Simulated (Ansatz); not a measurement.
A relaxed cell of Ga4As3P is given with its symmetry left out. The cell was found from a structure generator's guess, not taken from experiment.

Method: DFT PBE, scalar-relativistic, plane waves, PAW (Ansatz 0.2.0). Cutoff 420 eV, Γ-centred mesh, Gaussian smearing, no spin polarisation.

```
CELL_PARAMETERS angstrom
4.01887 0.00000 0.00000
0.00000 4.01887 0.00000
0.00000 0.00000 11.37135
ATOMIC_POSITIONS crystal
Ga 0.50000 0.00000 0.61815
Ga 0.00000 0.50000 0.87260
Ga 0.50000 0.00000 0.12740
Ga 0.00000 0.50000 0.38185
P 0.00000 0.00000 0.50000
As 0.00000 0.00000 0.00000
As 0.50000 0.50000 0.25457
As 0.50000 0.50000 0.74543
```

The zero of energy is the elements' standard structures at the same level; no fitted shifts are applied. The references include black phosphorus.

(1) What space group does it have?

(2) What is its formation energy per atom?

(3) Is it a metal?

Answers

(1) P-4m2 (No. 115), with P and As ordered on zinc blende sites. Conventional cell: a = 4.019 Å, c = 11.371 Å. Ga on its first site has 2 P at 2.42 Å and 2 As at 2.48 Å; around Ga on its second site lie 4 As at 2.48 Å; P is surrounded by 4 Ga at 2.42 Å; As on a site of symmetry -4m2 is surrounded by 4 Ga at 2.48 Å; 1 more site not described.

(2) −0.366 eV/atom. It lies below the elements, which doesn't yet make it stable against other compounds or structures.

(3) No, the gap on the 10×10×4 mesh is 0.47 eV.

The last run used a 10×10×4 mesh (in the run's order of axes) for its 8-atom cell and Gaussian smearing of 0.02 eV. Kohn–Sham gaps at this level usually fall short of measured ones. The reference forms of As and P are held partly by dispersion forces, which this level lacks. A later test with randomly moved atoms came back to the same energy, though modes that don't fit the test's cell weren't probed.
